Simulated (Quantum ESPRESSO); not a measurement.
**In: changing the dispersion correction**

The cell as given:

```yaml
crystal:
  lattice:
    - [3.33548, 0.00000, 0.00000]
    - [-1.66774, 2.88861, 0.00000]
    - [0.00000, 0.00000, 5.50914]
  atoms:
    - { symbol: In, position: [0.66667, 0.33333, 0.75000] }
    - { symbol: In, position: [0.33333, 0.66667, 0.25000] }
```

This isn't the form of In at room conditions, which is tetragonal.

Kept alike: task relaxation of cell and atoms; functional PBEsol; k mesh 9 × 9 × 5; occupations fermi-dirac, width 0.05 eV; no spin polarisation. Program: Quantum ESPRESSO, GBRV 1.5 PBEsol, cutoff 762 eV. The mesh is that of the run's cell of 2 atoms. No spin-orbit coupling.

```csv
dispersion correction,volume (Å³/atom),first edge of the run's cell (Å),third edge of the run's cell (Å)
D3(zero),24.961,3.282,5.352
D3(BJ),24.307,3.253,5.304
D4,24.789,3.275,5.337
none,25.551,3.307,5.394
rVV10,24.278,3.253,5.297
```

The relaxations keep at least the cell's symmetry (P6_3/mmc). For a metal such a mesh leaves the last digits unconverged. Relaxations stop with a little pressure left, so the last digits of a volume or edge aren't settled.

Problem. What does the dispersion correction change here?

Solution. The volume runs from 24.278 (rVV10) to 25.551 Å³/atom (none). Against no correction: D3(zero) -2.3 %; D3(BJ) -4.9 %; D4 -3.0 %; rVV10 -5.0 %. Dispersion terms mostly attract and so lower the volume; the schemes' coefficients and damping set how far. The first edge of the run's cell runs from 3.253 (D3(BJ); rVV10) to 3.307 Å (none). The third edge of the run's cell runs from 5.297 (rVV10) to 5.394 Å (none).
